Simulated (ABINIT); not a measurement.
# Si (Cmmm) in ABINIT: reference runs

Aim: a first look at Si with PBE, on the cell as given and on a disturbed one.

All numbers are computed with ABINIT 10.8.3 (patched build); they aren't measurements. Logs are shortened: lines on timing, memory, paths and dates and some standing lists are left out, and cuts for length are marked. The log counts tension as positive stress, the text compression.

### Step 1. Starting point

It takes space group Cmmm (No. 65, orthorhombic). Conventional cell: a = 3.675 Å, b = 9.269 Å, c = 3.615 Å, α = 90.00°, β = 90.00°, γ = 90.00°. Si (site symmetry m2m) is surrounded by 4 Si at 2.35 to 2.41 Å. Around Si (site symmetry mmm) lie 4 Si at 2.41 Å.

The cell was built by a generator and needn't be a form met in nature.

### Step 2. Single point, PBE

run.abi

```
pp_dirpath "./"
pseudos "Si.GGA_PBE-JTH.xml"

structure "poscar:POSCAR"
natom 3
chkprim 0
chksymtnons 0
tolsym 1.0e-6

ecut 15.0
pawecutdg 30.0

kptopt 1
ngkpt 8 8 7
nshiftk 1
shiftk 0.0 0.0 0.0

ixc 11

nband 10
occopt 3
tsmear 0.00183747

nstep 100
tolvrs 1.0e-9

iomode 3
prtwf 0
prtden 0
prteig 0
prtebands 0
enunit 2
```

POSCAR

```
Si
1.0
    1.8377000000     -4.6347100000      0.0000000000
    1.8377000000      4.6347100000      0.0000000000
    0.0000000000      0.0000000000      3.6152000000
Si
3
Direct
    0.6714100000      0.3285900000      0.5000000000  Si
    0.3285900000      0.6714100000      0.5000000000  Si
    0.5000000000      0.5000000000      0.0000000000  Si
```

Potentials or basis: JTH PAW PBE v2.0.

Command:

```
$ abinit run.abi > log 2>&1
```

run.abo:

```text
.Version 10.8.3 of ABINIT
 Symmetries : space group Cm m m (# 65); Bravais oC (1-face-center ortho.)
================================================================================
 Values of the parameters that define the memory need of the present run
     intxc =       0    ionmov =       0      iscf =      17    lmnmax =       8
     lnmax =       4     mgfft =      36  mpssoang =       2    mqgrid =    3001
     natom =       3  nloc_mem =       2    nspden =       1   nspinor =       1
    nsppol =       1      nsym =       8    n1xccc =       1    ntypat =       1
    occopt =       3   xclevel =       2
       mpw =        1170          nfft =       31104          nkpt =          84
 PAW method is used; the additional fine FFT grid is defined by:
   mgfftf=        48    nfftf =     82944
================================================================================
================================================================================

--------------------------------------------------------------------------------
------------- Echo of variables that govern the present computation ------------
--------------------------------------------------------------------------------
 -outvars: echo values of preprocessed input variables --------
            acell      1.0000000000E+00  1.0000000000E+00  1.0000000000E+00 Bohr
              amu      2.80855000E+01
          chkprim           0
      chksymtnons           0
             ecut      1.50000000E+01 Hartree
           enunit           2
                       outvar_i_n : Printing only first  50 k-points.
              ixc          11
                       outvar_i_n : Printing only first  50 k-points.
         kptrlatt        8    0    0      0    8    0      0    0    7
          kptrlen      4.78221652E+01
            natom           3
            nband          10
            ngfft          36      36      24
          ngfftdg          48      48      36
             nkpt          84
            nstep         100
             nsym           8
           ntypat           1
                       prtocc : prtvol=0, do not print more k-points.
           occopt           3
        pawecutdg      3.00000000E+01 Hartree
         pawxcdev           0
           prtden           0
        prtebands           0
           prteig           0
            prtwf           0
            rprim      3.4727497016E+00 -8.7583325730E+00  0.0000000000E+00
                       3.4727497016E+00  8.7583325730E+00  0.0000000000E+00
                       0.0000000000E+00  0.0000000000E+00  6.8317378904E+00
          spgroup          65
           tolsym      1.00000000E-06
           tolvrs      1.00000000E-09
           tsmear      1.83747000E-03 Hartree
            typat      1  1  1
           useylm           1
                       outvars : Printing only first  50 k-points.
           xangst      1.8377000000E+00 -1.5888712822E+00  1.8076000000E+00
                       1.8377000000E+00  1.5888712822E+00  1.8076000000E+00
                       1.8377000000E+00  0.0000000000E+00  0.0000000000E+00
            xcart      3.4727497016E+00 -3.0025315727E+00  3.4158689452E+00
                       3.4727497016E+00  3.0025315727E+00  3.4158689452E+00
                       3.4727497016E+00  0.0000000000E+00  0.0000000000E+00
             xred      6.7141000000E-01  3.2859000000E-01  5.0000000000E-01
                       3.2859000000E-01  6.7141000000E-01  5.0000000000E-01
                       5.0000000000E-01  5.0000000000E-01  0.0000000000E+00
            znucl       14.00000

================================================================================

 chkinp: Checking input parameters for consistency.

================================================================================
== DATASET  1 ==================================================================

--- !DatasetInfo
iteration_state: {dtset: 1, }
dimensions: {natom: 3, nkpt: 84, mband: 10, nsppol: 1, nspinor: 1, nspden: 1, mpw: 1170, }
cutoff_energies: {ecut:  15.0, pawecutdg:  30.0, }
electrons: {nelect:   1.20000000E+01, charge:   0.00000000E+00, occopt:   3.00000000E+00, tsmear:   1.83747000E-03, }
meta: {optdriver: 0, ionmov: 0, optcell: 0, iscf: 17, paral_kgb: 0, }
...

 Exchange-correlation functional for the present dataset will be:
  GGA: Perdew-Burke-Ernzerhof functional - ixc=11
  J.P.Perdew, K.Burke, M.Ernzerhof, PRL 77, 3865 (1996)

 Real(R)+Recip(G) space primitive vectors, cartesian coordinates (Bohr,Bohr^-1):
 R(1)=  3.4727497 -8.7583326  0.0000000  G(1)=  0.1439781 -0.0570885  0.0000000
 R(2)=  3.4727497  8.7583326  0.0000000  G(2)=  0.1439781  0.0570885  0.0000000
 R(3)=  0.0000000  0.0000000  6.8317379  G(3)=  0.0000000  0.0000000  0.1463756
 Unit cell volume ucvol=  4.1558140E+02 bohr^3
 Angles (23,13,12)=  9.00000000E+01  9.00000000E+01  1.36742547E+02 degrees

 Coarse grid specifications (used for wave-functions):

 getcut: wavevector=  0.0000  0.0000  0.0000  ngfft=  36  36  24
[... 65 lines left out ...]
- [  0.00000000E+00,   0.00000000E+00,  -1.15302091E-06, ]
pressure_GPa:  -7.0308E-02
xred      :
- [  6.7141E-01,   3.2859E-01,   5.0000E-01, Si]
- [  3.2859E-01,   6.7141E-01,   5.0000E-01, Si]
- [  5.0000E-01,   5.0000E-01,   0.0000E+00, Si]
cartesian_forces: # hartree/bohr
- [  3.92047821E-21,   3.53323793E-04,   3.15310132E-28, ]
- [  1.14060744E-20,  -3.53323793E-04,  -3.94137665E-28, ]
- [ -1.53265526E-20,  -1.80700362E-20,   7.88275331E-29, ]
force_length_stats: {min:   2.36945019E-20, max:   3.53323793E-04, mean:   2.35549195E-04, }
...

 Integrated electronic density in atomic spheres:
 ------------------------------------------------
 Atom  Sphere_radius  Integrated_density
    1        1.90945          1.52062562
    2        1.90945          1.52062562
    3        1.90945          1.49718823

================================================================================

 ----iterations are completed or convergence reached----

 Mean square residual over all n,k,spin=   72.898E-09; max=  22.289E-06
 reduced coordinates (array xred) for    3 atoms
       0.671410000000      0.328590000000      0.500000000000
       0.328590000000      0.671410000000      0.500000000000
       0.500000000000      0.500000000000      0.000000000000
 rms dE/dt=  2.0630E-03; max dE/dt=  3.0945E-03; dE/dt below (all hartree)
    1       0.003094527285     -0.003094527285     -0.000000000000
    2      -0.003094527285      0.003094527285      0.000000000000
    3       0.000000000000      0.000000000000      0.000000000000

 cartesian coordinates (angstrom) at end:
    1      1.83770000000000    -1.58887128220000     1.80760000000000
    2      1.83770000000000     1.58887128220000     1.80760000000000
    3      1.83770000000000     0.00000000000000     0.00000000000000

 cartesian forces (hartree/bohr) at end:
    1      0.00000000000000     0.00035332379304     0.00000000000000
    2      0.00000000000000    -0.00035332379304    -0.00000000000000
    3     -0.00000000000000    -0.00000000000000     0.00000000000000
 frms,max,avg= 1.6655843E-04 3.5332379E-04   0.000E+00  0.000E+00  0.000E+00 h/b

 cartesian forces (eV/Angstrom) at end:
    1      0.00000000000000     0.01816863993911     0.00000000000000
    2      0.00000000000000    -0.01816863993911    -0.00000000000000
    3     -0.00000000000000    -0.00000000000000     0.00000000000000
 frms,max,avg= 8.5647790E-03 1.8168640E-02   0.000E+00  0.000E+00  0.000E+00 e/A
 length scales=  1.000000000000  1.000000000000  1.000000000000 bohr
              =  0.529177210544  0.529177210544  0.529177210544 angstroms
 Fermi (or HOMO) energy (hartree) =   0.18903   Average Vxc (hartree)=  -0.34852
 Eigenvalues (hartree) for nkpt=  84  k points:
 kpt#   1, nband= 10, wtk=  0.00223, kpt=  0.0000  0.0000  0.0000 (reduced coord)
  -0.25496   -0.03994   -0.02395    0.10982    0.14686    0.20528    0.23147    0.27861
   0.30446    0.34612
      occupation numbers for kpt#   1
   2.00000    2.00000    2.00000    2.00000    2.00000    0.00029    0.00000    0.00000
   0.00000    0.00000
 prteigrs : prtvol=0 or 1, do not print more k-points.

 Fermi (or HOMO) energy (eV) =   5.14387   Average Vxc (eV)=  -9.48379
 Eigenvalues (   eV  ) for nkpt=  84  k points:
 kpt#   1, nband= 10, wtk=  0.00223, kpt=  0.0000  0.0000  0.0000 (reduced coord)
  -6.93771   -1.08669   -0.65162    2.98846    3.99639    5.58588    6.29864    7.58142
   8.28475    9.41842
 prteigrs : prtvol=0 or 1, do not print more k-points.

--- !EnergyTerms
iteration_state     : {dtset: 1, }
comment             : Components of total free energy in Hartree
kinetic             :  4.42810837642771E+00
hartree             :  8.20163532068942E-01
xc                  : -7.11862654473160E+00
Ewald energy        : -1.24563739009059E+01
psp_core            :  4.09936654607020E-01
local_psp           : -3.53308806632068E+00
PAW spherical_terms :  5.54239468488447E+00
internal            : -1.19074852639700E+01
'-kT*entropy'       : -3.54009465282452E-04
total_energy        : -1.19078392734353E+01
total_energy_eV     : -3.24028813824510E+02
...

--- !EnergyTermsDC
iteration_state     : {dtset: 1, }
comment             : '"Double-counting" decomposition of free energy'
band_energy         :  3.23156614166072E-02
Ewald energy        : -1.24563739009059E+01
psp_core            :  4.09936654607020E-01
xc_dc               : -2.89386832775792E+00
PAW spherical_terms :  3.00050861139341E+00
internal            : -1.19074813012468E+01
'-kT*entropy'       : -3.54009465282452E-04
total_energy_dc     : -1.19078353107120E+01
total_energy_dc_eV  : -3.24028705993317E+02
...

--- !EnergyTermsWithPAWCore
iteration_state     : {dtset: 1, }
comment             : 'Components of total free energy, including PAW core contributions'
Total energy        : -8.70055324073655E+02
Total energy DC     : -8.70055320110932E+02
Total energy (eV)   : -2.36754114787404E+04
Total energy DC (eV): -2.36754113709092E+04
...

 Cartesian components of stress tensor (hartree/bohr^3)
  sigma(1 1)= -1.33663313E-05  sigma(3 2)=  0.00000000E+00
  sigma(2 2)=  2.16885162E-05  sigma(3 1)=  0.00000000E+00
  sigma(3 3)= -1.15302091E-06  sigma(2 1)=  0.00000000E+00

-Cartesian components of stress tensor (GPa)         [Pressure= -7.0308E-02 GPa]
- sigma(1 1)= -3.93251044E-01  sigma(3 2)=  0.00000000E+00
- sigma(2 2)=  6.38098178E-01  sigma(3 1)=  0.00000000E+00
- sigma(3 3)= -3.39230463E-02  sigma(2 1)=  0.00000000E+00

== END DATASET(S) ==============================================================
================================================================================

 -outvars: echo values of variables after computation  --------
            acell      1.0000000000E+00  1.0000000000E+00  1.0000000000E+00 Bohr
           etotal     -1.1907835311E+01
            fcart      3.9204782069E-21  3.5332379304E-04  3.1531013237E-28
                       1.1406074364E-20 -3.5332379304E-04 -3.9413766546E-28
                      -1.5326552571E-20 -1.8070036208E-20  7.8827533092E-29
            rprim      3.4727497016E+00 -8.7583325730E+00  0.0000000000E+00
                       3.4727497016E+00  8.7583325730E+00  0.0000000000E+00
                       0.0000000000E+00  0.0000000000E+00  6.8317378904E+00
           strten     -1.3366331316E-05  2.1688516229E-05 -1.1530209079E-06
                       0.0000000000E+00  0.0000000000E+00  0.0000000000E+00
           xangst      1.8377000000E+00 -1.5888712822E+00  1.8076000000E+00
                       1.8377000000E+00  1.5888712822E+00  1.8076000000E+00
                       1.8377000000E+00  0.0000000000E+00  0.0000000000E+00
             xred      6.7141000000E-01  3.2859000000E-01  5.0000000000E-01
                       3.2859000000E-01  6.7141000000E-01  5.0000000000E-01
                       5.0000000000E-01  5.0000000000E-01  0.0000000000E+00
 Calculation completed.
```

Wall time 29 s (1 thread of Arm Neoverse V2, shared host); peak memory 0.12 GiB.

Results:

```yaml
Free_energy: -324.0287 eV
Pressure: -0.1 GPa
Largest_force: 0.018 eV/Å
Band_gap_on_the_k_mesh: none (metal or under the smearing width)
Valence_electrons_inside_the_program's_atomic_spheres: Si 1.52, 1.50 (radii [1.0104] Å)
```

Forces in eV/Å, atoms in the order of the input:
```
Si   0.000  0.018  0.000
Si   0.000 -0.018  0.000
Si   0.000  0.000  0.000
```

### Step 3. Single point, PBE

run.py

```python
import json, os
import numpy as np
from ase.units import GPa
from ase.calculators.abinit import Abinit, AbinitProfile
from ase.io import read

atoms = read('POSCAR')

profile = AbinitProfile(command='abinit', pp_paths=[os.path.abspath('pseudos')])
params = dict(
    pps='pawxml', xc='PBE',
    chksymtnons=0,
    tolsym=1e-06,
    ecut=408.1708,
    pawecutdg=816.3416,
    kptopt=1,
    ngkpt=[8, 8, 7],
    nshiftk=1,
    shiftk=[0.0, 0.0, 0.0],
    ixc=11,
    nband=10,
    occopt=3,
    tsmear=0.05,
    nstep=100,
    tolvrs=1e-09,
    prtwf=0,
    prtden=0,
)

atoms.calc = Abinit(profile=profile, directory='run', **params)
energy = atoms.get_potential_energy()
forces = atoms.get_forces()
stress = atoms.get_stress()
print(f'energy {energy:.6f} eV')
print('forces (eV/A)')
print(np.round(forces, 5))
print('stress (GPa, Voigt, tension positive)', np.round(stress / GPa, 4))
json.dump(dict(energy=energy, forces=forces.tolist(), stress=stress.tolist(), cell=atoms.cell.tolist(), frac=atoms.get_scaled_positions(wrap=False).tolist()), open('results.json', 'w'))
```

POSCAR

```
Si
1.0
    1.8377000000     -4.6347100000      0.0000000000
    1.8377000000      4.6347100000      0.0000000000
    0.0000000000      0.0000000000      3.6152000000
Si
3
Direct
    0.6714100000      0.3285900000      0.5000000000
    0.3285900000      0.6714100000      0.5000000000
    0.5000000000      0.5000000000      0.0000000000
```

Potentials or basis: JTH PAW PBE v2.0.

Command:

```
$ python run.py
```

The program printed:

```text
energy -324.028814 eV
forces (eV/A)
[[-0.       0.01817  0.     ]
 [ 0.      -0.01817 -0.     ]
 [-0.      -0.       0.     ]]
stress (GPa, Voigt, tension positive) [-0.3933  0.6381 -0.0339  0.      0.      0.    ]
```

abinit.in:

```text
chksymtnons 0
ecut 408.1708 eV
ixc 11
kptopt 1
natom 3
nband 10
ngkpt
8 8 7
nshiftk 1
nsppol 1
nstep 100
occopt 3
pawecutdg 816.3416 eV
prtden 0
prtwf 0
shiftk
0.0 0.0 0.0
tolsym 1e-06
tolvrs 1e-09
tsmear 0.05 eV
#Definition of the unit cell
acell
1.00000000000000 1.00000000000000 1.00000000000000 Angstrom
rprim
1.83770000000000 -4.63471000000000 0.00000000000000
1.83770000000000 4.63471000000000 0.00000000000000
0.00000000000000 0.00000000000000 3.61520000000000
chkprim 0 # Allow non-primitive cells
#Definition of the atom types
ntypat 1
znucl 14
#Enumerate different atomic species
typat
 1 1 1
pseudos "./pseudos/Si.GGA_PBE-JTH.xml"
#Definition of the atoms
xcart
3.47274970145052 -3.00253157256536 3.41586894506283
3.47274970145052 3.00253157256536 3.41586894506283
3.47274970145052 0.00000000000000 0.00000000000000
chkexit 1 # abinit.exit file in the running directory terminates after the current SCF
```

abinit.abo:

```text
.Version 10.8.3 of ABINIT
 Symmetries : space group Cm m m (# 65); Bravais oC (1-face-center ortho.)
================================================================================
 Values of the parameters that define the memory need of the present run
     intxc =       0    ionmov =       0      iscf =      17    lmnmax =       8
     lnmax =       4     mgfft =      36  mpssoang =       2    mqgrid =    3001
     natom =       3  nloc_mem =       2    nspden =       1   nspinor =       1
    nsppol =       1      nsym =       8    n1xccc =       1    ntypat =       1
    occopt =       3   xclevel =       2
       mpw =        1170          nfft =       31104          nkpt =          84
 PAW method is used; the additional fine FFT grid is defined by:
   mgfftf=        48    nfftf =     82944
================================================================================
================================================================================

--------------------------------------------------------------------------------
------------- Echo of variables that govern the present computation ------------
--------------------------------------------------------------------------------
 -outvars: echo values of preprocessed input variables --------
            acell      1.8897261259E+00  1.8897261259E+00  1.8897261259E+00 Bohr
              amu      2.80855000E+01
          chkexit           1
          chkprim           0
      chksymtnons           0
             ecut      1.50000002E+01 Hartree
                       outvar_i_n : Printing only first  50 k-points.
              ixc          11
[... 222 lines left out ...]
...

--- !EnergyTermsWithPAWCore
iteration_state     : {dtset: 1, }
comment             : 'Components of total free energy, including PAW core contributions'
Total energy        : -8.70055324072903E+02
Total energy DC     : -8.70055320110182E+02
Total energy (eV)   : -2.36754114787199E+04
Total energy DC (eV): -2.36754113708888E+04
...

 Cartesian components of stress tensor (hartree/bohr^3)
  sigma(1 1)= -1.33663412E-05  sigma(3 2)=  0.00000000E+00
  sigma(2 2)=  2.16885154E-05  sigma(3 1)=  0.00000000E+00
  sigma(3 3)= -1.15301065E-06  sigma(2 1)=  0.00000000E+00

-Cartesian components of stress tensor (GPa)         [Pressure= -7.0308E-02 GPa]
- sigma(1 1)= -3.93251336E-01  sigma(3 2)=  0.00000000E+00
- sigma(2 2)=  6.38098154E-01  sigma(3 1)=  0.00000000E+00
- sigma(3 3)= -3.39227446E-02  sigma(2 1)=  0.00000000E+00

== END DATASET(S) ==============================================================
================================================================================

 -outvars: echo values of variables after computation  --------
            acell      1.8897261259E+00  1.8897261259E+00  1.8897261259E+00 Bohr
           etotal     -1.1907835310E+01
            fcart     -1.3436328952E-20  3.5332431578E-04  4.3355143201E-28
                       1.3436328952E-20 -3.5332431578E-04 -5.1237896510E-28
                      -0.0000000000E+00 -0.0000000000E+00  7.8827533092E-29
            rprim      1.8377000000E+00 -4.6347100000E+00  0.0000000000E+00
                       1.8377000000E+00  4.6347100000E+00  0.0000000000E+00
                       0.0000000000E+00  0.0000000000E+00  3.6152000000E+00
           strten     -1.3366341236E-05  2.1688515412E-05 -1.1530106540E-06
                       0.0000000000E+00  0.0000000000E+00  0.0000000000E+00
           xangst      1.8376999999E+00 -1.5888712821E+00  1.8075999999E+00
                       1.8376999999E+00  1.5888712821E+00  1.8075999999E+00
                       1.8376999999E+00  1.5818222796E-16 -6.7775974832E-11
             xred      6.7140999997E-01  3.2858999999E-01  4.9999999998E-01
                       3.2858999999E-01  6.7140999997E-01  4.9999999998E-01
                       4.9999999998E-01  4.9999999998E-01 -1.8747503550E-11
 Calculation completed.
```

It took 30 s on 1 thread of Arm Neoverse V2, shared host; peak memory 0.12 GiB.

What came out:

```yaml
Free_energy: -324.0287 eV
Pressure: -0.1 GPa
Largest_force: 0.018 eV/Å
Band_gap_on_the_k_mesh: none (metal or under the smearing width)
Valence_electrons_inside_the_program's_atomic_spheres: Si 1.52, 1.50 (radii [1.0104] Å)
```

Forces in eV/Å, atoms in the order of the input:
```
Si   0.000  0.018  0.000
Si   0.000 -0.018  0.000
Si   0.000  0.000  0.000
```

Stress tensor (GPa, compression positive):
```
 0.39  0.00  0.00
 0.00 -0.64  0.00
 0.00  0.00  0.03
```

(Part 1 of 2 ends here.)
